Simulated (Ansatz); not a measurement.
Relax this structure to zero stress and force, keeping its symmetry:

```cif
data_structure
_symmetry_space_group_name_H-M 'Im-3m'
_symmetry_Int_Tables_number 229
_cell_length_a 2.8046
_cell_length_b 2.8046
_cell_length_c 2.8046
_cell_angle_alpha 90.000
_cell_angle_beta 90.000
_cell_angle_gamma 90.000
_cell_volume 22.06
loop_
_atom_site_label
_atom_site_type_symbol
_atom_site_symmetry_multiplicity
_atom_site_Wyckoff_symbol
_atom_site_fract_x
_atom_site_fract_y
_atom_site_fract_z
_atom_site_occupancy
Co1 Co 2 a 0.00000 0.00000 0.00000 1
```

Method: DFT PBE, scalar-relativistic, plane waves, PAW in Ansatz.

Cutoff 420 eV; k points 20×20×20 on the computed 1-atom cell (Γ-centred); Gaussian smearing, width 0.10 eV; collinear spin from starting moments 2.06 μB.

**Question.** What does it relax to?

**Answer.** The volume increases by 0.06 Å³/atom to 11.09 Å³/atom, and the energy falls by 0.2 meV/atom. The cell ends with a moment of 1.74 μB (only this magnetic start was tried). Final structure:
Space group Im-3m (No. 229). a = 2.810 Å, b = 2.810 Å, c = 2.810 Å, α = 90.00°, β = 90.00°, γ = 90.00°
```tsv
atom	site	symmetry	x	y	z
Co	2a	m-3m	0.0000	0.0000	0.0000
```

Course of the relaxation (steps run on the plane waves of an earlier cell, and the basis is chosen afresh near the end, so energy and pressure can step there; trial steps that raised the energy were taken back; energies are free energies):

```tsv
step	E − E_final (meV/atom)	P (GPa)	V (Å³/atom)
1	0.2	1.10	11.03
2	0.1	0.50	11.06
3	0.1	0.01	11.09
4	0.0	0.01	11.09
```